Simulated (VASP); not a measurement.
Wanted: the native input for a VASP 6.6.1 run.

- Task: single point
- Functional: LDA
- Potentials or basis: VASP PAW LDA potentials, release 64 (Nb_sv)
- Cutoff: 520 eV
- k mesh: 22 × 22 × 22
- Occupations: gaussian, width 0.15 eV
- Spin: no spin polarisation
- Dipole correction: no
- Further INCAR settings: ALGO = Fast; EDIFF = 1e-07; NBANDS = 12

The structure of Nb lies in POSCAR:

```
Nb
1.0
   -1.8076266594      1.8076266594      1.4099487944
    1.8076266594     -1.8076266594      1.4099487944
    1.8076266594      1.8076266594     -1.4099487944
Nb
1
Direct
    0.0000000000      0.0000000000      0.0000000000
```

This isn't the form of Nb at room conditions, which is bcc.

One way to write it, as run:

INCAR

```
SYSTEM = Nb
PREC = Accurate
ENCUT = 520
EDIFF = 1E-7
ISMEAR = 0
SIGMA = 0.15
LREAL = .False.
LASPH = .True.
NELM = 100
ALGO = Fast
ISIF = 2
LWAVE = .False.
LCHARG = .False.
NBANDS = 12
```

KPOINTS

```
Automatic mesh
0
Gamma
  22 22 22
  0 0 0
```

Potentials or basis: VASP PAW LDA potentials, release 64 (Nb_sv).

Run with:

```console
$ cat potpaw_LDA.64/Nb_sv/POTCAR > POTCAR
$ mpirun -np 1 vasp_std > vasp.out
```

Results of the run:

The pressure is -8.1 GPa and the band gap on the k mesh is none (metal or under the smearing width).

Run time: 3.2 min on 1 thread of Intel(R) Xeon(R) Platinum 8488C (Sapphire Rapids), on a shared host, peak memory 0.28 GiB.
